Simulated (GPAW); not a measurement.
# Ta2N (P-3m1) in GPAW: further runs

One crystal, Ta2N, is run at these levels: PBE; tasks: single point.

Everything below comes from runs of GPAW 26.7.0. Logs are shortened: lines on timing, memory, paths and dates and some standing lists are left out, and cuts for length are marked. The log counts tension as positive stress, the text compression.

### Step 1. The structure

Symmetry: P-3m1, No. 164, trigonal system. The conventional cell has a = 3.113 Å, b = 3.113 Å, c = 4.870 Å, α = 90.00°, β = 90.00°, γ = 120.00°. Ta (site symmetry 3m) is surrounded by 3 N at 2.18 Å. Around N (site symmetry -3m) lie 6 Ta at 2.18 Å.

The cell comes from a database or a generator and needn't be the stable form of this composition.

### Step 2. Single point, PBE

POSCAR reads:

```
Ta2N
1.0
    3.1128615060      0.0000000000      0.0000000000
   -1.5564307530      2.6958171426      0.0000000000
    0.0000000000      0.0000000000      4.8698410000
Ta N
2 1
Direct
    0.3333333333      0.6666666667      0.2547110000
    0.6666666667      0.3333333333      0.7452890000
    0.0000000000      0.0000000000      0.0000000000
```

Potentials or basis: GPAW PAW data sets (gpaw-data 1.2.1), pw.

Command:

```sh
$ OMP_NUM_THREADS=1 gpaw run POSCAR -p 'mode=PW(800),xc=PBE,kpts={size:(10,10,6),gamma:True},occupations={name:fermi-dirac,width:0.05},nbands=30,convergence={density:1e-05,energy:1e-05},maxiter=150,txt=gpaw.txt' --properties efs -w gs.gpw
```

The log of the run:

```text
__  _  _
 | _ |_)|_||  |
 |__||  | ||/\| - 26.7.0

Input parameters:
  mode=PW(ecut=800.0),
  convergence={'density': 1e-05, 'energy': 1e-05},
  kpts=MonkhorstPack(size=[10, 10, 6], gamma=True),
  maxiter=150,
  nbands=30,
  occupations=Occupations(name='fermi-dirac', width=0.05),
  xc=XC(name='PBE')

Diagonalizing LCAO Hamiltonian
Converting LCAO to pw mode

            Ta

         Ta

       N

Atoms  # Å, Bohr magnetons
|   | symbol |         x |        y |        z |    initial magnetic moments |
|---|--------|-----------|----------|----------|-----------------------------|
| 0 |     Ta | -0.000000 | 1.797211 | 1.240402 | ( 0.0000,  0.0000,  0.0000) |
| 1 |     Ta |  1.556431 | 0.898606 | 3.629439 | ( 0.0000,  0.0000,  0.0000) |
| 2 |      N |  0.000000 | 0.000000 | 0.000000 | ( 0.0000,  0.0000,  0.0000) |

Unit cell  # Å
| periodic |         x |        y |        z |  lengths |     angles |
|----------|-----------|----------|----------|----------|------------|
|      yes |  3.112862 | 0.000000 | 0.000000 | 3.112862 |  90.000000 |
|      yes | -1.556431 | 2.695817 | 0.000000 | 3.112862 |  90.000000 |
|      yes |  0.000000 | 0.000000 | 4.869841 | 4.869841 | 120.000000 |

Number of symmetries: 12
Symmetry operations  # r_c * U_cc + t_c -> r_c
|    | kind |            matrix            |
|----|------|------------------------------|
|  0 |  σ   |  1, 1, 0,  0,-1, 0,  0, 0, 1 |
|  1 |  S6  |  1, 1, 0, -1, 0, 0,  0, 0,-1 |
|  2 |  E   |  1, 0, 0,  0, 1, 0,  0, 0, 1 |
|  3 |  C2  |  1, 0, 0, -1,-1, 0,  0, 0,-1 |
|  4 |  C2  |  0, 1, 0,  1, 0, 0,  0, 0,-1 |
|  5 |  C3  |  0, 1, 0, -1,-1, 0,  0, 0, 1 |
|  6 |  S6  |  0,-1, 0,  1, 1, 0,  0, 0,-1 |
|  7 |  σ   |  0,-1, 0, -1, 0, 0,  0, 0, 1 |
|  8 |  σ   | -1, 0, 0,  1, 1, 0,  0, 0, 1 |
|  9 |  i   | -1, 0, 0,  0,-1, 0,  0, 0,-1 |
| 10 |  C3  | -1,-1, 0,  1, 0, 0,  0, 0, 1 |
| 11 |  C2  | -1,-1, 0,  0, 1, 0,  0, 0,-1 |

BZ-sampling:
  Number of BZ points: 600
  Number of IBZ points: 72

  Monkhorst-Pack size: [10, 10, 6]
  Monkhorst-Pack shift: [0.05, 0.05, 0.08333333333333333]

K-points  # in reciprocal-cell coordinates
|     |                                coordinates |     weight |
|-----|--------------------------------------------|------------|
|   0 | (  0.00000000,   0.00000000,   0.00000000) | 0.00166667 |
|   1 | (  0.00000000,   0.00000000,   0.16666667) | 0.00333333 |
|   2 | (  0.00000000,   0.00000000,   0.33333333) | 0.00333333 |
|   3 | (  0.00000000,   0.00000000,   0.50000000) | 0.00166667 |
|   4 | (  0.10000000,   0.00000000,  -0.33333333) | 0.01000000 |
|   5 | (  0.10000000,   0.00000000,  -0.16666667) | 0.01000000 |
|   6 | (  0.10000000,   0.00000000,   0.00000000) | 0.01000000 |
|   7 | (  0.10000000,   0.00000000,   0.16666667) | 0.01000000 |
|   8 | (  0.10000000,   0.00000000,   0.33333333) | 0.01000000 |
|   9 | (  0.10000000,   0.00000000,   0.50000000) | 0.01000000 |
| ... |                                            |            |
|  71 | (  0.50000000,   0.50000000,   0.50000000) | 0.00500000 |

Plane wave coefficients: 2113
Cutoff: 800.0 eV

Spin-components: 1 (collinear spins)
Bands:           30
Projectors:      17
Spin-degeneracy: 2
Datatype:        complex128

Density:
  Valence electrons: 31.0
  Components: 1
  Grid points: [21 21 32]
  Charge: 0.0  # |e|

Potential:
  Grid points: [21 21 32]

species:
  Ta:
    name:    Tantalum
    Z:       73.0
    valence: 13
    core:    60
    charge:  0.0  # [|e|]
    compensation charges:
      type: gauss
      rc: 0.42  # [Å]
      lmax: 2
    cutoffs:
      filter: 2.36  # [Å]
      core: 3.45  # [Å]
    projectors
    | kind |    occ | energy [eV] | rcut [Å] |
    |------|--------|-------------|----------|
    |   5s |  2.000 |     -72.790 |    1.365 |
    |   6s |  2.000 |      -5.429 |    1.365 |
    |   5p |  6.000 |     -39.427 |    1.349 |
    |   6p |  0.000 |      -1.396 |    1.349 |
    |   5d |  3.000 |      -3.603 |    1.307 |
    |    d |        |      23.609 |    1.307 |

    Using partial waves for Ta as LCAO basis

  N:
    name:    Nitrogen
    Z:       7.0
    valence: 5
    core:    2
    charge:  0.0  # [|e|]
    compensation charges:
      type: gauss
      rc: 0.18  # [Å]
      lmax: 2
    cutoffs:
      filter: 1.11  # [Å]
      core: 0.96  # [Å]
    projectors
    | kind |    occ | energy [eV] | rcut [Å] |
    |------|--------|-------------|----------|
    |   2s |  2.000 |     -18.583 |    0.603 |
    |   2p |  3.000 |      -7.089 |    0.529 |
    |    s |        |       8.629 |    0.603 |
    |    p |        |      20.123 |    0.529 |
    |    d |        |       0.000 |    0.577 |

    Using partial waves for N as LCAO basis

Reference energy: -849826.604306  # eV

eigensolver:
  PPCG
  Converge bands: occupied
  niter=2

density mixing:
  MSR1-Mixer
  Pratt-step length: 0.05
  Maximum mixing coefficient: 0.75
  Old densities: 10
  SVD Regularization: 0.005
  Good broyden scale: 1.0
  Trust region scale: 1.0
  Backstep threshold: 4.0
  History deletion threshold: 6.0
  Fourier metric: weight=20.0, sigma=0.015

occupation numbers:
  Fermi-Dirac:
    width: 0.0500  # eV

poisson solver:
  ecut: 6400.0  # eV

xc functional:
[... 9 lines left out ...]
|iter     | |      energy | eigst |  dens |
|---------|-|-------------|-------|-------|
|iter:   1| |  -32.184227 | +0.11 |       |
|iter:   2| |  -31.696280 | -2.22 | -1.05 |
|iter:   3| |  -30.583760 | -1.58 | -1.10 |
|iter:   4| |  -30.579388 | -2.75 | -1.66 |
|iter:   5| |  -30.585189 | -3.22 | -1.93 |
|iter:   6| |  -30.586019 | -3.94 | -2.34 |
|iter:   7| |  -30.586108 | -5.15 | -3.02 |
|iter:   8| |  -30.586111c| -6.99 | -3.87 |
|iter:   9| |  -30.586111c| -7.70c| -4.32 |
|iter:  10| |  -30.586111c| -8.68c| -5.28c|

Converged in 10 steps
Energy contributions relative to reference atoms: (reference = -849826.604306)

Energy contributions:
  Kinetic:          24.435857
  Coulomb:         -27.299299
  Zero:             -0.333019
  External:          0.000000
  Xc:              -27.382844
  Entropy:          -0.013612
  Spinorbit:         0.000000
  ----------------------------
  Free energy:     -30.592917
  Extrapolated:    -30.586111

dipole moment: (-3.864785, -6.694004, -12.092339)  # |e|*Ang

Fermi level: 13.385
Eigenvalues  # (at kpt = [0.000, 0.000, 0.000])
| band index |      eig [eV] | occ [0-2] |
|------------|---------------|-----------|
|          0 |       -55.099 |     2.000 |
|        ... |               |           |
|          8 |        -4.004 |     2.000 |
|          9 |         5.031 |     2.000 |
|         10 |         7.365 |     2.000 |
|         11 |         7.365 |     2.000 |
|         12 |         8.447 |     2.000 |
|         13 |        12.737 |     2.000 |
[... 8 lines left out ...]
|         22 |        20.074 |     0.000 |
|         23 |        20.074 |     0.000 |
|        ... |               |           |
|         29 |        30.997 |     0.000 |

No gap
No difference between direct/indirect transitions

Forces  # eV/Ang
|        x |        y |        z |
|----------|----------|----------|
| -0.00000 | -0.00000 |  0.02849 |  # Ta   0
| -0.00000 |  0.00000 | -0.02849 |  # Ta   1
|  0.00000 |  0.00000 |  0.00000 |  # N    2

Stress tensor  # eV/Ang^3
|        x |         y |         z |
|----------|-----------|-----------|
| 0.009519 |  0.000000 |  0.000000 |
| 0.000000 |  0.009519 | -0.000000 |
| 0.000000 | -0.000000 |  0.000975 |

# Writing to gs.gpw (mode='')
```

It took 1.9 min on 1 thread of Intel Xeon Platinum 8488C (Sapphire Rapids), shared host; peak memory 0.26 GiB.

What came out:

```yaml
Free_energy: -30.5929 eV
Pressure: -1.1 GPa
Largest_force: 0.028 eV/Å
Band_gap_on_the_k_mesh: none (metal or under the smearing width)
```

Forces on the atoms (eV/Å):
```
Ta   0.000  0.000  0.028
Ta   0.000  0.000 -0.028
N    0.000  0.000  0.000
```

Stress tensor (GPa, compression positive):
```
-1.53  0.00  0.00
 0.00 -1.53  0.00
 0.00  0.00 -0.16
```

### Step 3. Single point, PBE

run.py reads:

```python
from ase.dft.bandgap import bandgap
from ase.io import read, write
from ase.units import GPa
from gpaw import GPAW, PW

atoms = read('Ta2N.cif')

calc = GPAW(mode=PW(600),
            xc='PBE',
            kpts={'size': (8, 8, 5), 'gamma': True},
            occupations={'name': 'fermi-dirac', 'width': 0.05},
            nbands=30,
            convergence={'density': 1e-05, 'energy': 1e-05},
            maxiter=80,
            txt='gpaw.txt')
atoms.calc = calc
energy = atoms.get_potential_energy()
forces = atoms.get_forces()
stress = atoms.get_stress()
calc.write('gs.gpw')
write('result.traj', atoms)
print(f'Energy: {energy:.6f} eV')
print('Forces (eV/A):')
print(forces.round(4))
print('Stress (GPa):', (stress / GPa).round(3))
print('Fermi level:', round(calc.get_fermi_level(), 4), 'eV')
print(f'Gap: {bandgap(calc)[0]:.4f} eV, direct: {bandgap(calc, direct=True)[0]:.4f} eV')
```

Ta2N.cif reads:

```cif
data_Ta2N
_cell_length_a 3.11286151
_cell_length_b 3.11286151
_cell_length_c 4.86984100
_cell_angle_alpha 90.00000000
_cell_angle_beta 90.00000000
_cell_angle_gamma 120.00000000
_space_group_name_H-M_alt 'P1'
_space_group_name_Hall 'P 1'
_space_group_IT_number 1
loop_
_space_group_symop_operation_xyz
'x,y,z'
loop_
_atom_site_label
_atom_site_type_symbol
_atom_site_symmetry_multiplicity
_atom_site_Wyckoff_symbol
_atom_site_fract_x
_atom_site_fract_y
_atom_site_fract_z
_atom_site_occupancy
Ta1 Ta 1 a 0.3333333333 0.6666666667 0.2547110000 1
Ta2 Ta 1 a 0.6666666667 0.3333333333 0.7452890000 1
N1 N 1 a 0.0000000000 0.0000000000 0.0000000000 1
```

Potentials or basis: GPAW PAW data sets (gpaw-data 1.2.1), pw.

Command:

```sh
$ OMP_NUM_THREADS=1 python run.py
```

Run time: 30 s. Hardware: 1 thread of Arm Neoverse V2, shared host; peak memory 0.17 GiB.

It converged, with:

```
Free energy            : -30.4277 eV
Pressure               : -4.2 GPa
Largest force          : 0.076 eV/Å
Band gap on the k mesh : none (metal or under the smearing width)
```

Forces on the atoms (eV/Å):
```
Ta   0.000  0.000 -0.076
Ta   0.000  0.000  0.076
N    0.000  0.000  0.000
```

Stress tensor (GPa, compression positive):
```
-4.26  0.00  0.00
 0.00 -4.26  0.00
 0.00  0.00 -4.03
```

Levels at points of the mesh, in eV from the Fermi level:
```csv
k point,band 13,band 14,band 15,band 16,band 17,band 18,band 19,band 20
"(0.00, 0.00, 0.00)",-4.93,-0.63,-0.21,-0.21,0.28,0.30,0.30,1.16
"(0.50, 0.50, 0.00)",-4.49,-2.59,-1.36,1.77,1.89,3.70,3.98,4.19
```

Caveat: the cutoff is short for stress and forces, so pressures can be off by a GPa or more. The run has no spin-orbit coupling, so splittings on Ta are missing.

### Step 4. The reference run

An earlier run on the cell as given: functional PBE; potentials or basis GPAW PAW data sets (gpaw-data 1.2.1); cutoff 800 eV; basis pw; k mesh 10 × 10 × 6; occupations fermi-dirac, width 0.05 eV; no spin polarisation.

- Pressure: -1.1 GPa
- Largest force: 0.028 eV/Å
- Band gap on the k mesh: none (metal or under the smearing width)
